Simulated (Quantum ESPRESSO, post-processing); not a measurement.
# 2H-MoS2, 1 layer, rectangular cell: a series in strain along the first axis, part 7 of 7

Aim: how the results for 2H-MoS2, 1 layer, rectangular cell change with strain along the first axis.

Quantum ESPRESSO 7.5; plane-wave DFT, PBE, GBRV ultrasoft pseudopotentials.

So far. Step 9 (Relaxing the ions, 3 %): The relaxation lowers the energy by 2 meV an atom.

## 11. Relaxing the ions, 4 %

m8.relax.in reads:

```
&control
  prefix = 'm8.relax'
  outdir = './out'
  pseudo_dir = './pseudo'
  nstep = 40
  forc_conv_thr = 0.0003
  calculation = 'relax'
  tstress = .true.
/
&system
  ibrav = 0
  nat = 6
  ntyp = 2
  ecutwfc = 50
  ecutrho = 250
  occupations = 'smearing'
  smearing = 'fd'
  degauss = 0.002
/
&electrons
  conv_thr = 1e-09
  mixing_beta = 0.4
  electron_maxstep = 120
  mixing_mode = 'plain'
/
&ions
/
ATOMIC_SPECIES
  S   32.0600  s_pbe_v1.4.uspp.F.UPF
  Mo  95.9500  mo_pbe_v1.uspp.F.UPF
CELL_PARAMETERS angstrom
  3.31039908472000 0.00000000000000 0.00000000000000
  0.00000000000000 5.51328753800000 0.00000000000000
  0.00000000000000 0.00000000000000 18.26259773800000
ATOMIC_POSITIONS crystal
  S   0.999999999900 0.333333776000 0.414454234500
  S   0.500000000000 0.833333714400 0.414454237300
  Mo  0.000000000000 -0.000000854000 0.500000000000
  Mo  0.500000000000 0.499999206700 0.500000000000
  S   0.999999999900 0.333333776000 0.585545765500
  S   0.500000000000 0.833333714400 0.585545762700
K_POINTS automatic
  10 6 1 0 0 0
```

Command:

```
$ OMP_NUM_THREADS=1 mpirun -n 4 pw.x -nk 4 -in m8.relax.in > m8.relax.out
```

The program printed:

```text
[banner, memory and clock lines left out]
Program PWSCF v.7.5 starts
[...]
Message from routine setup:
[...]
number of electrons       =        52.00
     number of Kohn-Sham states=           31
     kinetic-energy cutoff     =      50.0000  Ry
     charge density cutoff     =     250.0000  Ry
[...]
number of k points=    24  Fermi-Dirac smearing, width (Ry)=  0.0020
[...]
Dense  grid:   150167 G-vectors     FFT dimensions: (  32,  54, 180)
[...]
negative rho (up, down):  4.761E-03 0.000E+00
     Starting wfcs are   42 randomized atomic wfcs
[...]
negative rho (up, down):  4.863E-03 0.000E+00
[...]
estimated scf accuracy    <       0.18044521 Ry
[...]
negative rho (up, down):  4.880E-03 0.000E+00
[...]
estimated scf accuracy    <       0.03167125 Ry
[...]
negative rho (up, down):  4.919E-03 0.000E+00
[...]
estimated scf accuracy    <       0.03008259 Ry
[...]
negative rho (up, down):  4.897E-03 0.000E+00
[...]
estimated scf accuracy    <       0.00232152 Ry
[...]
negative rho (up, down):  4.890E-03 0.000E+00
[...]
estimated scf accuracy    <       0.00207437 Ry
[...]
negative rho (up, down):  4.887E-03 0.000E+00
[...]
estimated scf accuracy    <       0.00035729 Ry
[...]
negative rho (up, down):  4.877E-03 0.000E+00
[...]
estimated scf accuracy    <       0.00006145 Ry
[...]
negative rho (up, down):  4.872E-03 0.000E+00
[...]
estimated scf accuracy    <       0.00000471 Ry
[...]
negative rho (up, down):  4.869E-03 0.000E+00
[...]
estimated scf accuracy    <       0.00000038 Ry
[...]
negative rho (up, down):  4.869E-03 0.000E+00
[...]
estimated scf accuracy    <       0.00000033 Ry
[...]
negative rho (up, down):  4.869E-03 0.000E+00
[...]
estimated scf accuracy    <       0.00000009 Ry
[...]
negative rho (up, down):  4.869E-03 0.000E+00
[...]
estimated scf accuracy    <          6.4E-09 Ry
[...]
negative rho (up, down):  4.869E-03 0.000E+00
[...]
the Fermi energy is     0.0116 ev
!    total energy              =    -375.45655432 Ry
     estimated scf accuracy    <          3.8E-10 Ry
     smearing contrib. (-TS)   =      -0.00000000 Ry
     internal energy E=F+TS    =    -375.45655432 Ry
[...]
one-electron contribution =   -1881.41240114 Ry
     hartree contribution      =     941.91407526 Ry
     xc contribution           =     -72.36503057 Ry
     ewald contribution        =     636.40680213 Ry
     convergence has been achieved in  13 iterations
     negative rho (up, down):  4.869E-03 0.000E+00
[...]
Total force =     0.031140     Total SCF correction =     0.000029
[...]
negative rho (up, down):  4.869E-03 0.000E+00
[...]
negative rho (up, down):  4.884E-03 0.000E+00
[...]
negative rho (up, down):  4.883E-03 0.000E+00
[...]
estimated scf accuracy    <       0.00004059 Ry
[...]
negative rho (up, down):  4.881E-03 0.000E+00
[...]
estimated scf accuracy    <       0.00005480 Ry
[...]
negative rho (up, down):  4.878E-03 0.000E+00
[...]
estimated scf accuracy    <       0.00000309 Ry
[...]
negative rho (up, down):  4.878E-03 0.000E+00
[...]
estimated scf accuracy    <       0.00000168 Ry
[...]
negative rho (up, down):  4.878E-03 0.000E+00
[...]
estimated scf accuracy    <       0.00000015 Ry
[...]
negative rho (up, down):  4.878E-03 0.000E+00
[...]
estimated scf accuracy    <       0.00000025 Ry
[...]
negative rho (up, down):  4.878E-03 0.000E+00
[...]
estimated scf accuracy    <       0.00000005 Ry
[...]
negative rho (up, down):  4.878E-03 0.000E+00
[...]
estimated scf accuracy    <          1.4E-09 Ry
[...]
negative rho (up, down):  4.878E-03 0.000E+00
[...]
the Fermi energy is     0.0252 ev
!    total energy              =    -375.45733990 Ry
     estimated scf accuracy    <          6.1E-10 Ry
     smearing contrib. (-TS)   =      -0.00000000 Ry
     internal energy E=F+TS    =    -375.45733990 Ry
[...]
one-electron contribution =   -1885.07299103 Ry
     hartree contribution      =     943.73299401 Ry
     xc contribution           =     -72.38617389 Ry
     ewald contribution        =     638.26883102 Ry
     convergence has been achieved in   9 iterations
     negative rho (up, down):  4.878E-03 0.000E+00
[...]
Total force =     0.019377     Total SCF correction =     0.000053
[...]
negative rho (up, down):  4.878E-03 0.000E+00
[...]
negative rho (up, down):  4.893E-03 0.000E+00
[...]
negative rho (up, down):  4.892E-03 0.000E+00
[...]
estimated scf accuracy    <       0.00004793 Ry
[...]
negative rho (up, down):  4.890E-03 0.000E+00
[...]
estimated scf accuracy    <       0.00006610 Ry
[...]
negative rho (up, down):  4.887E-03 0.000E+00
[...]
estimated scf accuracy    <       0.00000339 Ry
[...]
negative rho (up, down):  4.888E-03 0.000E+00
[...]
estimated scf accuracy    <       0.00000380 Ry
[...]
negative rho (up, down):  4.888E-03 0.000E+00
[...]
estimated scf accuracy    <       0.00000128 Ry
[...]
negative rho (up, down):  4.887E-03 0.000E+00
[...]
estimated scf accuracy    <       0.00000020 Ry
[...]
negative rho (up, down):  4.887E-03 0.000E+00
[...]
estimated scf accuracy    <       0.00000003 Ry
[...]
negative rho (up, down):  4.887E-03 0.000E+00
[...]
estimated scf accuracy    <          1.3E-09 Ry
[...]
negative rho (up, down):  4.887E-03 0.000E+00
[...]
estimated scf accuracy    <          1.5E-10 Ry
[...]
negative rho (up, down):  4.887E-03 0.000E+00
[...]
the Fermi energy is     0.0368 ev
!    total energy              =    -375.45777568 Ry
     estimated scf accuracy    <          3.3E-11 Ry
     smearing contrib. (-TS)   =      -0.00000000 Ry
     internal energy E=F+TS    =    -375.45777568 Ry
[...]
one-electron contribution =   -1889.17439047 Ry
     hartree contribution      =     945.77070313 Ry
     xc contribution           =     -72.41025755 Ry
     ewald contribution        =     640.35616921 Ry
     convergence has been achieved in  10 iterations
     negative rho (up, down):  4.887E-03 0.000E+00
[...]
Total force =     0.006991     Total SCF correction =     0.000008
[...]
negative rho (up, down):  4.887E-03 0.000E+00
[...]
negative rho (up, down):  4.896E-03 0.000E+00
[...]
negative rho (up, down):  4.896E-03 0.000E+00
[...]
estimated scf accuracy    <       0.00001505 Ry
[...]
negative rho (up, down):  4.894E-03 0.000E+00
[...]
estimated scf accuracy    <       0.00002123 Ry
[...]
negative rho (up, down):  4.893E-03 0.000E+00
[...]
estimated scf accuracy    <       0.00000098 Ry
[...]
negative rho (up, down):  4.893E-03 0.000E+00
[...]
estimated scf accuracy    <       0.00000081 Ry
[...]
negative rho (up, down):  4.893E-03 0.000E+00
[...]
estimated scf accuracy    <       0.00000032 Ry
[...]
negative rho (up, down):  4.893E-03 0.000E+00
[...]
estimated scf accuracy    <       0.00000005 Ry
[...]
negative rho (up, down):  4.893E-03 0.000E+00
[...]
estimated scf accuracy    <          6.5E-09 Ry
[...]
negative rho (up, down):  4.893E-03 0.000E+00
[...]
estimated scf accuracy    <          8.1E-10 Ry
[...]
negative rho (up, down):  4.893E-03 0.000E+00
[...]
the Fermi energy is     0.0439 ev
!    total energy              =    -375.45784001 Ry
     estimated scf accuracy    <          1.5E-11 Ry
     smearing contrib. (-TS)   =      -0.00000000 Ry
     internal energy E=F+TS    =    -375.45784001 Ry
[...]
one-electron contribution =   -1891.53963280 Ry
     hartree contribution      =     946.94588813 Ry
     xc contribution           =     -72.42435682 Ry
     ewald contribution        =     641.56026148 Ry
     convergence has been achieved in   9 iterations
     negative rho (up, down):  4.893E-03 0.000E+00
[...]
Total force =     0.001248     Total SCF correction =     0.000010
[...]
negative rho (up, down):  4.893E-03 0.000E+00
[...]
negative rho (up, down):  4.893E-03 0.000E+00
[...]
negative rho (up, down):  4.893E-03 0.000E+00
[...]
estimated scf accuracy    <       0.00000005 Ry
[...]
negative rho (up, down):  4.893E-03 0.000E+00
[...]
estimated scf accuracy    <       0.00000002 Ry
[...]
negative rho (up, down):  4.893E-03 0.000E+00
[...]
estimated scf accuracy    <       0.00000001 Ry
[...]
negative rho (up, down):  4.893E-03 0.000E+00
[...]
estimated scf accuracy    <          2.6E-09 Ry
[...]
negative rho (up, down):  4.893E-03 0.000E+00
[...]
estimated scf accuracy    <          3.5E-10 Ry
[...]
negative rho (up, down):  4.893E-03 0.000E+00
[...]
estimated scf accuracy    <          5.9E-11 Ry
[...]
negative rho (up, down):  4.893E-03 0.000E+00
[...]
the Fermi energy is     0.0448 ev
!    total energy              =    -375.45784111 Ry
     estimated scf accuracy    <          4.0E-12 Ry
     smearing contrib. (-TS)   =      -0.00000000 Ry
     internal energy E=F+TS    =    -375.45784111 Ry
[...]
one-electron contribution =   -1891.59644006 Ry
     hartree contribution      =     946.97409296 Ry
     xc contribution           =     -72.42473934 Ry
     ewald contribution        =     641.58924533 Ry
     convergence has been achieved in   7 iterations
     negative rho (up, down):  4.893E-03 0.000E+00
[...]
Total force =     0.000532     Total SCF correction =     0.000002
[...]
negative rho (up, down):  4.893E-03 0.000E+00
[...]
negative rho (up, down):  4.893E-03 0.000E+00
[...]
negative rho (up, down):  4.893E-03 0.000E+00
[...]
estimated scf accuracy    <       0.00000003 Ry
[...]
negative rho (up, down):  4.893E-03 0.000E+00
[...]
estimated scf accuracy    <          8.5E-09 Ry
[...]
negative rho (up, down):  4.893E-03 0.000E+00
[...]
estimated scf accuracy    <          6.5E-09 Ry
[...]
negative rho (up, down):  4.893E-03 0.000E+00
[...]
estimated scf accuracy    <          8.0E-10 Ry
[...]
negative rho (up, down):  4.893E-03 0.000E+00
[...]
estimated scf accuracy    <          2.5E-10 Ry
[...]
negative rho (up, down):  4.893E-03 0.000E+00
[...]
estimated scf accuracy    <          2.2E-11 Ry
[...]
negative rho (up, down):  4.893E-03 0.000E+00
[...]
the Fermi energy is     0.0454 ev
!    total energy              =    -375.45784136 Ry
     estimated scf accuracy    <          2.9E-12 Ry
     smearing contrib. (-TS)   =      -0.00000000 Ry
     internal energy E=F+TS    =    -375.45784136 Ry
[...]
one-electron contribution =   -1891.62929609 Ry
     hartree contribution      =     946.99042048 Ry
     xc contribution           =     -72.42496711 Ry
     ewald contribution        =     641.60600136 Ry
     convergence has been achieved in   7 iterations
     negative rho (up, down):  4.893E-03 0.000E+00
[...]
Total force =     0.000000     Total SCF correction =     0.000002
[...]
negative rho (up, down):  4.893E-03 0.000E+00
[...]
```

Wall time 5.8 min (4 MPI ranks of Arm Neoverse V1, shared host); peak memory 1.2 GiB; 23 min of CPU time.

Relaxation path:

```
step  energy less that of the first step (eV)  largest force (eV/Å)
   1                                   0.0000                0.3736
   2                                  -0.0107                0.2394
   3                                  -0.0166                0.0896
   4                                  -0.0175                0.0180
   5                                  -0.0175                0.0077
   6                                  -0.0175                0.0000
```

The atoms that moved most (Å):

```
atom     dx      dy      dz  length
  S5  0.000   0.004  -0.021   0.021
  S1  0.000   0.004   0.021   0.021
  S2  0.000   0.004   0.021   0.021
  S6  0.000   0.004  -0.021   0.021
 Mo4  0.000  -0.008   0.000   0.008
 Mo3  0.000  -0.008   0.000   0.008
```

The relaxation lowers the energy by 3 meV an atom.

This step gave:

| Property | Result |
| --- | --- |
| free energy | -5108.3642 eV |
| Fermi energy | 0.0454 eV |

## 12. Self-consistent run, 4 %

m8.scf.in reads:

```
&control
  prefix = 'm8.scf'
  outdir = './out'
  pseudo_dir = './pseudo'
  calculation = 'scf'
  tprnfor = .true.
/
&system
  ibrav = 0
  nat = 6
  ntyp = 2
  ecutwfc = 40
  ecutrho = 200
  occupations = 'smearing'
  smearing = 'fd'
  degauss = 0.002
  nbnd = 30
/
&electrons
  conv_thr = 1e-09
  mixing_beta = 0.4
  electron_maxstep = 120
  mixing_mode = 'plain'
/
ATOMIC_SPECIES
  S   32.0600  s_pbe_v1.4.uspp.F.UPF
  Mo  95.9500  mo_pbe_v1.uspp.F.UPF
CELL_PARAMETERS angstrom
  3.31039908472000 0.00000000000000 0.00000000000000
  0.00000000000000 5.51328753800000 0.00000000000000
  0.00000000000000 0.00000000000000 18.26259773800000
ATOMIC_POSITIONS crystal
  S   0.999999999900 0.334072854100 0.415583491300
  S   0.500000000000 0.834072891800 0.415583485100
  Mo  0.000000000000 -0.001479077300 0.500000000000
  Mo  0.500000000000 0.498520918900 0.500000000000
  S   0.999999999900 0.334072854100 0.584416508700
  S   0.500000000000 0.834072891800 0.584416514900
K_POINTS automatic
  10 6 1 0 0 0
```

Command:

```
$ OMP_NUM_THREADS=1 mpirun -n 4 pw.x -nk 4 -in m8.scf.in > m8.scf.out
```

The program printed:

```text
[banner, memory and clock lines left out]
Program PWSCF v.7.5 starts
[...]
Message from routine setup:
[...]
number of electrons       =        52.00
     number of Kohn-Sham states=           30
     kinetic-energy cutoff     =      40.0000  Ry
     charge density cutoff     =     200.0000  Ry
[...]
number of k points=    24  Fermi-Dirac smearing, width (Ry)=  0.0020
[...]
Dense  grid:   107397 G-vectors     FFT dimensions: (  30,  48, 160)
[...]
negative rho (up, down):  5.072E-03 0.000E+00
     Starting wfcs are   42 randomized atomic wfcs
[...]
negative rho (up, down):  5.158E-03 0.000E+00
[...]
estimated scf accuracy    <       0.18201458 Ry
[...]
negative rho (up, down):  5.175E-03 0.000E+00
[...]
estimated scf accuracy    <       0.02964487 Ry
[...]
negative rho (up, down):  5.204E-03 0.000E+00
[...]
estimated scf accuracy    <       0.02333068 Ry
[...]
negative rho (up, down):  5.182E-03 0.000E+00
[...]
estimated scf accuracy    <       0.00227811 Ry
[...]
negative rho (up, down):  5.177E-03 0.000E+00
[...]
estimated scf accuracy    <       0.00163047 Ry
[...]
negative rho (up, down):  5.170E-03 0.000E+00
[...]
estimated scf accuracy    <       0.00003981 Ry
[...]
negative rho (up, down):  5.165E-03 0.000E+00
[...]
estimated scf accuracy    <       0.00016581 Ry
[...]
negative rho (up, down):  5.163E-03 0.000E+00
[...]
estimated scf accuracy    <       0.00005566 Ry
[...]
negative rho (up, down):  5.159E-03 0.000E+00
[...]
estimated scf accuracy    <       0.00000307 Ry
[...]
negative rho (up, down):  5.157E-03 0.000E+00
[...]
estimated scf accuracy    <       0.00000160 Ry
[...]
negative rho (up, down):  5.157E-03 0.000E+00
[...]
estimated scf accuracy    <       0.00000017 Ry
[...]
negative rho (up, down):  5.157E-03 0.000E+00
[...]
estimated scf accuracy    <       0.00000007 Ry
[...]
negative rho (up, down):  5.157E-03 0.000E+00
[...]
estimated scf accuracy    <          6.4E-09 Ry
[...]
negative rho (up, down):  5.157E-03 0.000E+00
[...]
estimated scf accuracy    <          3.2E-09 Ry
[...]
negative rho (up, down):  5.157E-03 0.000E+00
[...]
the Fermi energy is     0.0313 ev
!    total energy              =    -375.45592350 Ry
     estimated scf accuracy    <          7.3E-11 Ry
     smearing contrib. (-TS)   =      -0.00000000 Ry
     internal energy E=F+TS    =    -375.45592350 Ry
[...]
one-electron contribution =   -1891.62784244 Ry
     hartree contribution      =     946.99104183 Ry
     xc contribution           =     -72.42512436 Ry
     ewald contribution        =     641.60600146 Ry
     convergence has been achieved in  15 iterations
     negative rho (up, down):  5.157E-03 0.000E+00
[...]
Total force =     0.000157     Total SCF correction =     0.000007
[...]
```

Elapsed: 62 s, on 4 MPI ranks; peak memory 0.83 GiB.

Read from the output:

| Item | Value |
| --- | --- |
| free energy | -5108.3381 eV |
| Fermi energy | 0.0313 eV |
| valence top, on the run's zero | -0.5520 eV |
| conduction bottom, on the run's zero | 0.7278 eV |
| gap by band count | 1.280 eV |

## 13. The series side by side

The series in one table, energies over the lowest:

```
strain along the first axis  energy (eV)  gap along the path (eV)  upper vacuum level over the valence top of the mesh (eV)  lower vacuum level over that top (eV)
                       -4 %       0.1298                    1.814                                                     5.867                                  5.867
                       -3 %       0.0713                    1.852                                                     5.898                                  5.898
                       -2 %       0.0310                    1.794                                                     5.929                                  5.929
                       -1 %       0.0076                    1.737                                                     5.958                                  5.958
                        0 %       0.0000                    1.663                                                     5.942                                  5.943
                        1 %       0.0069                    1.545                                                     5.906                                  5.906
                        2 %       0.0272                    1.432                                                     5.871                                  5.871
                        3 %       0.0597                    1.322                                                     5.839                                  5.839
                        4 %       0.1038                    1.217                                                     5.809                                  5.809
```

## 14. A check by hand

A parabola through the energies within ±2 % has E = 72.83 eV × ε² -0.082 eV × ε; for the curvature, over A = 17.549 Å² this is 72.83 × 2/17.549 × 16.02 = 133 N/m.

## 15. Outcome

| Quantity | Value |
| --- | --- |
| in-plane stiffness along the strain | 133 N/m |
| gap along the path, at -4 % and at 4 % | 1.81, 1.22 eV |
| upper vacuum level over the valence top of the mesh, at -4 % and at 4 % | 5.87, 5.81 eV |
| lower vacuum level over that top, at -4 % and at 4 % | 5.87, 5.81 eV |

The series holds 9 members; in-plane stiffness along the strain: 133 N/m (PBE, GBRV ultrasoft). The energy is lowest near zero strain. From -4 % to 4 % the gap along the path goes from 1.81 to 1.22 eV by way of 1.85 at -3 %. From -4 % to 4 % the upper vacuum level over the valence top of the mesh goes from 5.87 to 5.81 eV by way of 5.96 at -1 %. From -4 % to 4 % the lower vacuum level over that top goes from 5.87 to 5.81 eV by way of 5.96 at -1 %. Semilocal gaps are too small; the 1×1 cell can't ripple over many cells under compression as a free sheet would. No spin-orbit coupling.

[Logs are printed without paths, hosts, clocks, repeated set-up lines and the standing remarks that a program may print on its own settings, such as how far it seeks lower states.]

[Hosts, paths, dates, database ids (printed as entryN), source tags and the programs' standing remarks are cut or masked in the printed files.]

[Maps of the electrostatic potential energy from Ansatz leave out the sawtooth potential of an applied field or a dipole correction, so their vacuum need not be flat; planar profiles and work functions include it.]
